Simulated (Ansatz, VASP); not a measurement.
Two plane-wave programs on GaN

```
CELL_PARAMETERS angstrom
3.13876 0.00000 0.00000
-1.56938 2.71824 0.00000
0.00000 0.00000 5.02151
ATOMIC_POSITIONS crystal
Ga 0.33333 0.66667 0.01936
Ga 0.66667 0.33333 0.51936
N 0.33333 0.66667 0.35564
N 0.66667 0.33333 0.85564
```

Alike in both runs: task single point; functional PBE; k mesh 12 × 12 × 6; occupations gaussian, width 0.02 eV; no spin polarisation.

|  | VASP | Ansatz |
| --- | --- | --- |
| version | VASP 6.6.1 | Ansatz 0.2.0 |
| potentials or method | VASP PAW PBE potentials, release 64 (Ga_d, N) | scalar-relativistic, plane waves, PAW |
| plane-wave cutoff (eV) | 520 | 420 |
| valence electrons in the cell | 36 | 36 |

```csv
,VASP,Ansatz,Ansatz less VASP
gap on the k mesh at the Fermi level (eV),2.19,2.18,-0.006
least direct gap on the mesh (eV),2.19,2.18,-0.006
pressure (GPa),28.7,29.1,+0.42
largest component of the traceless stress (GPa),42.98,44.12,+1.135
rms of the force components (eV/Å),3.220,3.301,+0.0812
```

Atom by atom the forces differ by 0.081 eV/Å (rms over components).

Caveats: so large a pressure means that the cell lies far from this level's equilibrium, or that cutoff or potentials fall short (VASP); forces of over 1 eV/Å show positions far from the minimum, so gaps and moduli don't describe the material at rest.
